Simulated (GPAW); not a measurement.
The system is SiC.

```
Si C
1.0
     3.07569    0.00000    0.00000
    -1.53785    2.66363    0.00000
     0.00000    0.00000   10.07065
Si C
4 4
Cartesian
  0.0000 0.0000 1.8922
  0.0000 0.0000 6.9275
  0.0000 1.7758 4.4094
  1.5378 0.8879 9.4447
  0.0000 0.0000 0.0046
  0.0000 0.0000 5.0400
  0.0000 1.7758 2.5157
  1.5378 0.8879 7.5510
```

The cell is a database's computed one.

Base run:

* Program: GPAW 26.7.0
* Functional: BLYP
* Potentials or basis: PAW data sets generated in the run's folder for this functional
* Cutoff: 800 eV
* Basis: pw
* k mesh: 6 × 6 × 2
* Occupations: fermi-dirac, width 0.05 eV
* Spin: no spin polarisation

Its results: band gap on the k mesh 2.53 eV, indirect (least direct gap 3.63 eV); pressure 9.4 GPa; largest force 0.011 eV/Å.

Task: The run is repeated on the same cell with these changes: functional from BLYP to LDA. What comes out?

Result: Band gap on the k mesh 2.17 eV, indirect (least direct gap 3.30 eV); pressure -2.7 GPa; largest force 0.009 eV/Å.

LDA binds more tightly than BLYP, so the same cell stands under less pressure.

Not every run made on this cell is shown here.
